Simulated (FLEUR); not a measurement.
# MoS2 (R3m) in FLEUR: further runs

One crystal, MoS2, is run at these levels: PBEsol, LDA; tasks: band structure.

Program: FLEUR MaX-R8.1 (later development tree). These are calculated values, not measurements. Logs are shortened: lines on timing, memory, paths and dates and some standing lists are left out, and cuts for length are marked.

## 1. The crystal as given

It takes space group R3m (No. 160, trigonal). Conventional cell: a = 3.160 Å, b = 3.160 Å, c = 18.450 Å, α = 90.00°, β = 90.00°, γ = 120.00°. Mo (site symmetry 3m) has 6 S at 2.39 Å as nearest neighbours. S (site symmetry 3m) has 3 Mo at 2.39 Å as nearest neighbours. Around S (site symmetry 3m) lie 3 Mo at 2.39 Å.

Measurements of this composition are mostly on another form, of space group No. 194.

## 2. Band structure, PBEsol

The input, inp.xml:

```xml
<?xml version="1.0" encoding="UTF-8" standalone="no"?>
<fleurInput fleurInputVersion="0.39">
   <comment>
      MoS2                                                                                                
   </comment>
   <calculationSetup>
      <cutoffs Kmax="5.47" Gmax="17.0" GmaxXC="17.0" numbands="0"/>
      <scfLoop itmax="60" minDistance="0.00001" maxIterBroyd="15" imix="Anderson" alpha="0.05" precondParam="0.0" spinf="2.0" sdNocoIR="T"/>
      <coreElectrons ctail="T" frcor="F" kcrel="0" coretail_lmax="0"/>
      <xcFunctional name="PBEs" relativisticCorrections="F"/>
      <magnetism jspins="1"/>
      <soc l_soc="F" theta="0.0" phi="0.0" spav="F"/>
      <expertModes spex="0" secvar="F"/>
      <geometryOptimization l_f="F" forcealpha="1.0" forcemix="BFGS" epsdisp="0.00001" epsforce="0.00001"/>
      <ldaU l_linMix="F" mixParam="0.05" spinf="1.0"/>
   </calculationSetup>
   <cell>
      <bzIntegration valenceElectrons="26.0" mode="hist" fermiSmearingEnergy="0.00183747">
         <kPointListSelection listName="default-1"/>
         <!-- k-points included here -->
         <xi:include xmlns:xi="http://www.w3.org/2001/XInclude" href="kpts.xml"> </xi:include>
      </bzIntegration>
      <!-- symmetry operations included here -->
      <xi:include xmlns:xi="http://www.w3.org/2001/XInclude" href="sym.xml"> </xi:include>
      <bulkLattice scale="1.0">
         <bravaisMatrix>
[... 36 lines left out ...]
         <lo type="SCLO" l="2" n="3" eDeriv="2"/>
         <lo type="SCLO" l="3" n="4" eDeriv="2"/>
      </species>
   </atomSpecies>
   <atomGroups>
      <atomGroup species="Molybdenum (Mo)">
         <relPos label="                   1">.0000000000 .0000000000 .0000000000</relPos>
         <force calculate="T" relaxXYZ="TTT"/>
      </atomGroup>
      <atomGroup species="Sulfur (S)">
         <relPos label="                   2">.4170000000 .4170000000 .4170000000</relPos>
         <force calculate="T" relaxXYZ="TTT"/>
      </atomGroup>
      <atomGroup species="Sulfur (S)">
         <relPos label="                   3">1.000/4.000 1.000/4.000 1.000/4.000</relPos>
         <force calculate="T" relaxXYZ="TTT"/>
      </atomGroup>
   </atomGroups>
   <output dos="F" band="F" slice="F">
      <checks vchk="F" cdinf="F"/>
      <bandDOS minEnergy="-.5*Htr" maxEnergy="0.5*Htr" sigma="0.015" storeEVData="T"/>
      <vacuumDOS vacdos="F" integ="F" star="F" nstars="0" locx1="0.0" locy1="0.0" locx2="0.0" locy2="0.0" nstm="0" tworkf="0.0"/>
      <unfoldingBand unfoldBand="F" supercellX="1" supercellY="1" supercellZ="1"/>
      <plotting iplot="0" polar="F">
         <plot TwoD="T" vec1="  1.0  0.0  0.0" vec2="  0.0  1.0  0.0" vec3="  0.0  0.0  1.0" zero="  0.0  0.0  0.0" file="plot"/>
      </plotting>
      <chargeDensitySlicing numkpt="0" minEigenval="0.0" maxEigenval="0.0" nnne="0" pallst="F"/>
      <specialOutput eonly="F"/>
      <moessbauerParams electricFieldGradient="T" isomerShift="T" coreHyperfine="T" valenceHyperfine="T"/>
      <magneticCircularDichroism mcd="F" energyLo="-10.0" energyUp="0.0"/>
   </output>
  <!-- We include the file relax.xml here to enable relaxations (see documentation) -->
  <xi:include xmlns:xi="http://www.w3.org/2001/XInclude" href="relax.xml"> <xi:fallback/> </xi:include>
</fleurInput>
```

The input, crystal.txt:

```
MoS2
&input cartesian=F /
1.5800000000  0.9122134253  6.1500000000
-1.5800000000  0.9122134253  6.1500000000
0.0000000000  -1.8244268506  6.1500000000
1.8897261246
1.0 1.0 1.0

3
42 0.0000000000  0.0000000000  0.0000000000
16 0.4170000000  0.4170000000  0.4170000000
16 0.2500000000  0.2500000000  0.2500000000

&kpt div1=10 div2=10 div3=10 gamma=T /
```

The input, inp.xml (bands):

```
<?xml version="1.0" encoding="UTF-8" standalone="no"?>
<fleurInput fleurInputVersion="0.39">
   <comment>
      MoS2                                                                                                
   </comment>
   <calculationSetup>
      <cutoffs Kmax="5.47" Gmax="17.0" GmaxXC="17.0" numbands="0"/>
      <scfLoop itmax="60" minDistance="0.00001" maxIterBroyd="15" imix="Anderson" alpha="0.05" precondParam="0.0" spinf="2.0" sdNocoIR="T"/>
      <coreElectrons ctail="T" frcor="F" kcrel="0" coretail_lmax="0"/>
      <xcFunctional name="PBEs" relativisticCorrections="F"/>
      <magnetism jspins="1"/>
      <soc l_soc="F" theta="0.0" phi="0.0" spav="F"/>
      <expertModes spex="0" secvar="F"/>
      <geometryOptimization l_f="F" forcealpha="1.0" forcemix="BFGS" epsdisp="0.00001" epsforce="0.00001"/>
      <ldaU l_linMix="F" mixParam="0.05" spinf="1.0"/>
   </calculationSetup>
   <cell>
      <bzIntegration valenceElectrons="26.0" mode="hist" fermiSmearingEnergy="0.00183747">
         <kPointListSelection listName="path-1"/>
         <!-- k-points included here -->
         <xi:include xmlns:xi="http://www.w3.org/2001/XInclude" href="kpts.xml"> </xi:include>
      </bzIntegration>
      <!-- symmetry operations included here -->
      <xi:include xmlns:xi="http://www.w3.org/2001/XInclude" href="sym.xml"> </xi:include>
      <bulkLattice scale="1.0">
         <bravaisMatrix>
[... 34 lines left out ...]
         <lo type="SCLO" l="0" n="3" eDeriv="2"/>
         <lo type="SCLO" l="1" n="3" eDeriv="2"/>
         <lo type="SCLO" l="2" n="3" eDeriv="2"/>
         <lo type="SCLO" l="3" n="4" eDeriv="2"/>
      </species>
   </atomSpecies>
   <atomGroups>
      <atomGroup species="Molybdenum (Mo)">
         <relPos label="                   1">.0000000000 .0000000000 .0000000000</relPos>
         <force calculate="T" relaxXYZ="TTT"/>
      </atomGroup>
      <atomGroup species="Sulfur (S)">
         <relPos label="                   2">.4170000000 .4170000000 .4170000000</relPos>
         <force calculate="T" relaxXYZ="TTT"/>
      </atomGroup>
      <atomGroup species="Sulfur (S)">
         <relPos label="                   3">1.000/4.000 1.000/4.000 1.000/4.000</relPos>
         <force calculate="T" relaxXYZ="TTT"/>
      </atomGroup>
   </atomGroups>
   <output dos="F" band="T" slice="F">
      <checks vchk="F" cdinf="F"/>
      <bandDOS minEnergy="-.5*Htr" maxEnergy="0.5*Htr" sigma="0.015" storeEVData="T"/>
      <vacuumDOS vacdos="F" integ="F" star="F" nstars="0" locx1="0.0" locy1="0.0" locx2="0.0" locy2="0.0" nstm="0" tworkf="0.0"/>
      <unfoldingBand unfoldBand="F" supercellX="1" supercellY="1" supercellZ="1"/>
      <plotting iplot="0" polar="F">
         <plot TwoD="T" vec1="  1.0  0.0  0.0" vec2="  0.0  1.0  0.0" vec3="  0.0  0.0  1.0" zero="  0.0  0.0  0.0" file="plot"/>
      </plotting>
      <chargeDensitySlicing numkpt="0" minEigenval="0.0" maxEigenval="0.0" nnne="0" pallst="F"/>
      <specialOutput eonly="F"/>
      <moessbauerParams electricFieldGradient="T" isomerShift="T" coreHyperfine="T" valenceHyperfine="T"/>
      <magneticCircularDichroism mcd="F" energyLo="-10.0" energyUp="0.0"/>
   </output>
  <!-- We include the file relax.xml here to enable relaxations (see documentation) -->
  <xi:include xmlns:xi="http://www.w3.org/2001/XInclude" href="relax.xml"> <xi:fallback/> </xi:include>
</fleurInput>
```

Potentials or basis: all-electron, FLAPW.

Command:

```
> inpgen -f crystal.txt -profile fastHighL
> # inp.xml edited to the form shown
> mpirun -n 4 fleur_MPI -pe_per_kpt 1
> mpirun -n 4 fleur_MPI -pe_per_kpt 1   # second run, on inp.xml (bands)
```

What it wrote:

```text
Welcome to FLEUR        (www.flapw.de)
      MaX-Release 8.1          (www.max-centre.eu)

 ========== k-point set info ==========
 Selected k-point list: default-1
 k-point list type: mesh
 10 x 10 x 10
 Number of k points: 116

 ------------Calculation Setup---------------------------
 Number of MPI-tasks      :            4
 Number of PE/node        :            4
 Number of OMP-threads    :            1
 Using exactly            1  PE per kpt
 k-points in parallel     :            4
 pe's per k-point         :            1
 No of k-point loops      :           29
 Using exactly            1  PE per kpt
 Using exactly            1  PE per kpt
 Using exactly            1  PE per kpt
 Eigenvalue solver        :       lapack
 Number of basis functions:         1117
 Approximate size of matrices (H+S) per k-point:         0.037 GB
 --------------------------------------------------------
 Iteration:     1   Distance:      15.04245286 me/bohr^3
 Iteration:     2   Distance:      12.69061782 me/bohr^3
 Iteration:     3   Distance:       6.06845489 me/bohr^3
 Iteration:     4   Distance:       8.99908793 me/bohr^3
 Iteration:     5   Distance:       4.55585135 me/bohr^3
 Iteration:     6   Distance:       2.72183601 me/bohr^3
 Iteration:     7   Distance:       1.85449230 me/bohr^3
 Iteration:     8   Distance:       0.28311478 me/bohr^3
 Iteration:     9   Distance:       0.13362725 me/bohr^3
 Iteration:    10   Distance:       0.04670833 me/bohr^3
 Iteration:    11   Distance:       0.03836044 me/bohr^3
 Iteration:    12   Distance:       0.02579495 me/bohr^3
 Iteration:    13   Distance:       0.00398141 me/bohr^3
 Iteration:    14   Distance:       0.00268708 me/bohr^3
 Iteration:    15   Distance:       0.00034784 me/bohr^3
 Iteration:    16   Distance:       0.00028507 me/bohr^3
 Iteration:    17   Distance:       0.00014272 me/bohr^3
 Iteration:    18   Distance:       0.00006045 me/bohr^3
 Iteration:    19   Distance:       0.00003178 me/bohr^3
 Iteration:    20   Distance:       0.00001294 me/bohr^3
 Iteration:    21   Distance:       0.00000313 me/bohr^3

 ********************************************************************
 Run finished successfully
 Stop message:
   all done
 ********************************************************************
```

Wall time 8.8 min (4 MPI ranks of Intel Xeon Platinum 8488C (Sapphire Rapids), shared host).

What came out:

```yaml
Free_energy: -131830.4405 eV
Band_gap_on_the_k_mesh: 0.91 eV, indirect (least direct gap 1.96 eV)
Band_gap_along_the_path: 0.88 eV, indirect (least direct gap 1.72 eV)
Valence_electrons_inside_the_program's_atomic_spheres: Mo 11.99; S 3.17, 3.18 (radii Mo 2.39, S 1.79 bohr)
```

Levels at the corners of the path, in eV from the valence-band top:
```
point  band 9  band 10  band 11  band 12  band 13  band 14  band 15  band 16  band 17  band 18
    Γ   -3.50    -2.36    -2.36    -1.27    -1.21     2.01     2.01     2.45     2.45     5.36
    L   -5.10    -4.09    -2.36    -1.68    -1.53     1.56     1.99     3.41     3.49     5.14
   B1   -4.96    -4.43    -3.81    -2.83    -0.83     0.94     2.25     3.00     4.22     6.23
    B   -4.96    -4.43    -3.81    -2.83    -0.83     0.94     2.25     3.00     4.22     6.23
    Z   -3.52    -3.52    -2.33    -2.33     0.00     2.10     2.10     2.31     2.31     5.45
    Γ   -3.50    -2.36    -2.36    -1.27    -1.21     2.01     2.01     2.45     2.45     5.36
    X   -5.01    -4.43    -3.74    -2.88    -0.81     0.91     2.25     2.98     4.23     6.14
    Q   -5.01    -4.43    -3.74    -2.88    -0.81     0.91     2.25     2.98     4.23     6.14
    F   -4.80    -4.02    -2.93    -1.86    -1.36     1.51     2.11     2.94     3.91     5.87
   P1   -4.87    -4.03    -2.81    -1.82    -1.38     1.52     2.14     3.01     3.80     5.47
    Z   -3.52    -3.52    -2.33    -2.33     0.00     2.10     2.10     2.31     2.31     5.45
    L   -5.10    -4.09    -2.36    -1.68    -1.53     1.56     1.99     3.41     3.49     5.14
    P   -4.87    -4.03    -2.81    -1.82    -1.38     1.52     2.14     3.01     3.80     5.47
```

Core levels (eV from the Fermi level):
```tsv
atom	levels
1 Mo	1s1/2 -19798.1, 2s1/2 -2793.7, 2p1/2 -2570.3, 2p3/2 -2463.8, 3s1/2 -473.1, 3p1/2 -388.1, 3p3/2 -370.6, 3d3/2 -220.2, 3d5/2 -216.9
2 S	1s1/2 -2395.8, 2s1/2 -205.6, 2p1/2 -151.5, 2p3/2 -150.2
3 S	1s1/2 -2395.8, 2s1/2 -205.6, 2p1/2 -151.5, 2p3/2 -150.2
```

## 3. Band structure, LDA

Changes to inp.xml since step 2:

```diff
@@ -9,3 +9,3 @@
       <coreElectrons ctail="T" frcor="F" kcrel="0" coretail_lmax="0"/>
-      <xcFunctional name="PBEs" relativisticCorrections="F"/>
+      <xcFunctional name="vwn" relativisticCorrections="F"/>
       <magnetism jspins="1"/>
```

crystal.txt is that of step 2.

Changes to inp.xml (bands) since step 2:

```diff
@@ -9,3 +9,3 @@
       <coreElectrons ctail="T" frcor="F" kcrel="0" coretail_lmax="0"/>
-      <xcFunctional name="PBEs" relativisticCorrections="F"/>
+      <xcFunctional name="vwn" relativisticCorrections="F"/>
       <magnetism jspins="1"/>
```

Potentials or basis: all-electron, FLAPW.

Command:

```
> inpgen -f crystal.txt -profile fastHighL
> # inp.xml edited to the form shown
> mpirun -n 4 fleur_MPI -pe_per_kpt 1
> mpirun -n 4 fleur_MPI -pe_per_kpt 1   # second run, on inp.xml (bands)
```

It took 25 min on 4 MPI ranks of Intel Xeon at 2.50GHz (Skylake/Cascade Lake), shared host.

It converged, with:

| Quantity | Value |
| --- | --- |
| Free energy | -131746.1551 eV |
| Band gap on the k mesh | 0.88 eV, indirect (least direct gap 1.96 eV) |
| Band gap along the path | 0.85 eV, indirect (least direct gap 1.72 eV) |
| Valence electrons inside the program's atomic spheres | Mo 12.00; S 3.18, 3.19 (radii Mo 2.39, S 1.79 bohr) |

Levels at the corners of the path, in eV from the valence-band top:
| point | band 11 | band 12 | band 13 | band 14 | band 15 | band 16 |
| --- | --- | --- | --- | --- | --- | --- |
| Γ | -2.36 | -1.27 | -1.22 | 1.99 | 1.99 | 2.43 |
| L | -2.35 | -1.67 | -1.53 | 1.54 | 1.96 | 3.38 |
| B1 | -3.80 | -2.81 | -0.84 | 0.93 | 2.22 | 2.97 |
| B | -3.80 | -2.81 | -0.84 | 0.93 | 2.22 | 2.97 |
| Z | -2.34 | -2.34 | 0.00 | 2.09 | 2.09 | 2.30 |
| Γ | -2.36 | -1.27 | -1.22 | 1.99 | 1.99 | 2.43 |
| X | -3.73 | -2.87 | -0.82 | 0.90 | 2.22 | 2.95 |
| Q | -3.73 | -2.87 | -0.82 | 0.90 | 2.22 | 2.95 |
| F | -2.93 | -1.85 | -1.34 | 1.49 | 2.09 | 2.91 |
| P1 | -2.81 | -1.81 | -1.37 | 1.50 | 2.12 | 2.97 |
| Z | -2.34 | -2.34 | 0.00 | 2.09 | 2.09 | 2.30 |
| L | -2.35 | -1.67 | -1.53 | 1.54 | 1.96 | 3.38 |
| P | -2.81 | -1.81 | -1.37 | 1.50 | 2.12 | 2.97 |

Core levels (eV from the Fermi level):
| atom | levels |
| --- | --- |
| 1 Mo | 1s1/2 -19782.8, 2s1/2 -2791.9, 2p1/2 -2570.0, 2p3/2 -2463.6, 3s1/2 -472.3, 3p1/2 -387.9, 3p3/2 -370.3, 3d3/2 -220.4, 3d5/2 -217.1 |
| 2 S | 1s1/2 -2391.1, 2s1/2 -205.0, 2p1/2 -151.5, 2p3/2 -150.3 |
| 3 S | 1s1/2 -2391.0, 2s1/2 -205.0, 2p1/2 -151.5, 2p3/2 -150.3 |

As with any semilocal functional, this LDA gap is likely too small.
